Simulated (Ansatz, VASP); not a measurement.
# Sb: VASP beside Ansatz

```xyz
2
Lattice="3.3220 0.0000 0.0000 -1.6610 2.8769 0.0000 0.0000 0.0000 5.4684" Properties=species:S:1:pos:R:3 pbc="T T T"
Sb    0.0000    1.9179    1.3671
Sb    1.6610    0.9590    4.1013
```

Alike in both runs: functional PBEsol; k mesh 12 × 12 × 8; occupations gaussian, width 0.1 eV; no spin polarisation.

Ansatz relaxed the structure, and its values are those at the end. VASP's run is a single point on that final structure, the one shown.

```csv
,VASP,Ansatz
version,VASP 6.6.1,Ansatz 0.2.0
potentials or method,"VASP PAW PBE potentials, release 64 (Sb)","scalar-relativistic, plane waves, PAW"
plane-wave cutoff (eV),520,420
valence electrons in the cell,10,30
```

|  | VASP | Ansatz | Ansatz less VASP |
| --- | --- | --- | --- |
| gap on the k mesh at the Fermi level (eV) | none | none | - |
| pressure (GPa) | 0.0 | 0.0 | +0.01 |

A gap of «none» marks a metal or a gap that the smearing closes. With one functional, cell and mesh, what is left measures potentials, basis and numerics. The two sets of potentials don't hold the same shells in valence.

Caveats: the PAW data sets were made with another functional, which shifts forces and pressure a little (VASP). The runs have no spin-orbit coupling, so splittings on Sb are missing.
